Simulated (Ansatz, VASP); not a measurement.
Two plane-wave programs on NiO

```
CELL_PARAMETERS angstrom
9.00000 0.00000 0.00000
0.00000 9.30000 0.00000
0.00000 0.00000 3.33913
ATOMIC_POSITIONS crystal
Ni 0.50000 0.50000 0.00000
O 0.50000 0.50000 0.50000
```

Alike in both runs: functional PBE; k mesh 1 × 1 × 17; occupations gaussian, width 0.05 eV; collinear spin.

Ansatz relaxed the structure, and its values are those at the end. VASP's run is a single point on that final structure, the one shown.

```csv
,VASP,Ansatz
version,VASP 6.6.1,Ansatz 0.2.0
potentials or method,"VASP PAW PBE potentials, release 64 (Ni, O)","scalar-relativistic, plane waves, PAW"
plane-wave cutoff (eV),520,420
valence electrons in the cell,16,24
```

```tsv
	VASP	Ansatz	Ansatz less VASP
gap on the k mesh at the Fermi level (eV)	none	none	-
net moment per atom (μB)	0.06	0.06	0.000
size of the moment on the site where the two differ most (μB)	0.10	0.06	-0.032
```

Site moments also hang on the region over which each program counts them. A gap of «none» marks a metal or a gap that the smearing closes. The two sets of potentials don't hold the same shells in valence. Ansatz warned: «seeded_moment_not_kept».

Caveats: semilocal functionals often make such compounds metallic where correlation or magnetic order opens a gap, which also shifts bond lengths.
